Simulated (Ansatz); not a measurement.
Here is an Ansatz 0.2.0 calculation.

File input.yaml:

```yaml
crystal:
  lattice:
    - [3.249308, 0.0, 0.0]
    - [-1.624654, 2.8139832727, 0.0]
    - [0.0, 0.0, 5.205709]
  atoms:
    - { symbol: Zn, position: [0.6666666667, 0.3333333333, 0.0] }
    - { symbol: Zn, position: [0.3333333333, 0.6666666667, 0.5] }
    - { symbol: O, position: [0.3333333333, 0.6666666667, 0.87901] }
    - { symbol: O, position: [0.6666666667, 0.3333333333, 0.37901] }
hamiltonian:
  xc: pbe
  pseudopotentials: { kind: paw }
kpoints:
  mp_grid: { grid: [9, 9, 5] }
scf:
  occupations: { method: gaussian, width: 0.014 }
output:
  forces: true
  stress: true
  eigenvalues: true
  write_density: true
  write_potential: true
  elf: true
  volumetric_format: npy
```

Potentials or basis: Ansatz PAW.

Run with:

```bash
$ ansatz run input.yaml --threads 2 --pin off --max-ram 5632MiB --backend cpu --events-out ev --progress --plain --runs-dir out
```

Q: Predict the band gap on the k mesh.

A: 0.80 eV, direct.

Q: Predict the largest force.

A: 0.070 eV/Å.

Q: Predict the pressure.

A: 4.9 GPa.

Stress tensor (GPa, compression positive):
```
4.35 0.00 0.00
0.00 4.35 0.00
0.00 0.00 6.05
```

Caveat: odd divisions of the mesh miss points on the zone boundary, where band edges often lie, so the gap on the mesh can be too wide; the pressure holds a Pulay correction of +0.7 GPa for the finite cutoff.

**Measured values to compare with.**

“Electronic structure of alkaline earth and post-transition metal oxides”, 2009, arxiv:0908.1581 quotes, for a bulk crystal of ZnO: band gap 3.37 eV.

Measured gap of ZnO: 3.37 eV (quoted in “Electronic structure of alkaline earth and post-transition metal oxides”, 2009, arxiv:0908.1581). This calculation gives 0.80 eV (-2.57 eV). So large a miss can be the level of theory's own, or it may mean another phase, state or a wrong row. The value is that of PBE, without temperature or zero-point motion. Semilocal functionals fall short of measured gaps as a rule.
